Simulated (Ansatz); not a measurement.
## HfO2 and a variant

Base: an entry of the Crystallography Open Database (COD), ions relaxed with PBE at fixed cell.

```yaml
crystal:
  lattice:
    - [5.11800, 0.00000, 0.00000]
    - [0.00000, 5.18570, 0.00000]
    - [-0.85866, 0.00000, 5.21387]
  atoms:
    - { symbol: Hf, position: [0.27670, 0.04188, 0.20813] }
    - { symbol: Hf, position: [0.72330, 0.54188, 0.29187] }
    - { symbol: Hf, position: [0.72330, 0.95812, 0.79187] }
    - { symbol: Hf, position: [0.27670, 0.45812, 0.70813] }
    - { symbol: O, position: [0.44655, 0.75838, 0.48027] }
    - { symbol: O, position: [0.55345, 0.25838, 0.01973] }
    - { symbol: O, position: [0.55345, 0.24162, 0.51973] }
    - { symbol: O, position: [0.44655, 0.74162, 0.98027] }
    - { symbol: O, position: [0.07264, 0.33925, 0.33895] }
    - { symbol: O, position: [0.92736, 0.83925, 0.16105] }
    - { symbol: O, position: [0.92736, 0.66075, 0.66105] }
    - { symbol: O, position: [0.07264, 0.16075, 0.83895] }
```

Atoms are numbered from 1 in the order listed; like atoms form one site, named after its first atom.

Level of theory: DFT, PBE, plane waves and PAW, scalar-relativistic, 420 eV cutoff, Γ-centred 4×4×4 k-points, Fermi–Dirac smearing 0.02 eV (Ansatz 0.2.0).

Gradients in 10²¹ V/m²:

```csv
site,atoms,V_zz base,η base,V_zz variant,η variant
Hf,"1, 2, 3, 4",12.69,0.15,17.38,0.51
O5,"5, 6, 7, 8",1.07,1.00,-1.75,0.52
O9,"9, 10, 11, 12",-1.32,0.88,1.22,0.46
```

Task: Which change was made?
A. z compressed by 4 %, ions at fixed fractional positions
B. atom 4 (Hf) moved by 0.10 Å along (0.030, -0.059, 0.075) Å
C. volume scaled by 1.02, ions at fixed fractional positions
D. volume scaled by 0.99, ions at fixed fractional positions

Result: A. The largest change of V_zz along a kept axis is on Hf, from 12.69 to 17.38. In per cent, |V_zz| changes by +37 on Hf (all sites that start above 0.5, bar those whose gradient vanishes or changes sign or whose main axis turns by over 40°). Where |V_zz| stays above 0.1 and the axes keep their order, η moves most on Hf, from 0.15 to 0.51. On O9, O5 the largest principal value lies along another axis in the second run, so the two V_zz can't be compared directly.

Without spin–orbit coupling the gradients at and beside Hf can be off by some per cent, at some sites by more.
For the base: At this cell the principal stresses reach 5 GPa in size with PBE, which can matter for small gradients.
For the variant: At this changed cell the PBE pressure is 16 GPa. The atoms aren't relaxed in the changed cell (largest force 0.5 eV/Å).
